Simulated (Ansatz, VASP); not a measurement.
Two plane-wave programs on Pt

```xyz
2
Lattice="2.7359 0.0000 0.0000 -1.3680 2.3694 0.0000 0.0000 0.0000 4.7492" Properties=species:S:1:pos:R:3 pbc="T T T"
Pt    1.3680    0.7898    3.5619
Pt    0.0000    1.5796    1.1873
```

This isn't the form of Pt at room conditions, which is fcc.

Alike in both runs: task single point; functional r2SCAN; k mesh 10 × 10 × 5; occupations fermi-dirac, width 0.1 eV; no spin polarisation.

|  | VASP | Ansatz |
| --- | --- | --- |
| version | VASP 6.6.1 | Ansatz 0.2.0 |
| potentials or method | VASP PAW PBE potentials, release 64 (Pt) | plane waves, PAW |
| plane-wave cutoff (eV) | 520 | 762 |
| valence electrons in the cell | 20 | 36 |

VASP gave:

| Quantity | Value |
| --- | --- |
| pressure (GPa) | 1.2 |
| largest component of the traceless stress (GPa) | 0.57 |

Task: What did Ansatz give for the same quantities?

Result: Pressure (GPa): 0.5; largest component of the traceless stress (GPa): 0.35.

With one functional, cell and mesh, what is left measures potentials, basis and numerics. The two sets of potentials don't hold the same shells in valence. Ansatz warned: «stress_scf_threshold_loose».

Caveats: the PAW data sets were made with another functional, which shifts forces and pressure a little (VASP). Spin-orbit coupling is left out, which matters for the levels of Pt.
